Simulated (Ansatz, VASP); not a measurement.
**Rh in VASP and in Ansatz**

```
Rh
1.0
     0.00000    1.91505    1.91505
     1.91505    0.00000    1.91505
     1.91505    1.91505    0.00000
Rh
1
Direct
  0.00000 0.00000 0.00000
```

Alike in both runs: functional PBE; k mesh 18 × 18 × 18; occupations gaussian, width 0.1 eV; no spin polarisation.

Ansatz relaxed the structure, and its values are those at the end. VASP's run is a single point on that final structure, the one shown.

|  | VASP | Ansatz |
| --- | --- | --- |
| version | VASP 6.6.1 | Ansatz 0.2.0 |
| potentials or method | VASP PAW PBE potentials, release 64 (Rh_pv) | scalar-relativistic, plane waves, PAW |
| plane-wave cutoff (eV) | 520 | 420 |
| valence electrons in the cell | 15 | 17 |

```csv
,VASP,Ansatz,Ansatz less VASP
gap on the k mesh at the Fermi level (eV),none,none,-
pressure (GPa),0.0,0.0,0.00
```

A gap of «none» marks a metal or a gap that the smearing closes. The functional is the same, so the differences come from potentials, cutoffs and numerics. The two sets of potentials don't hold the same shells in valence.
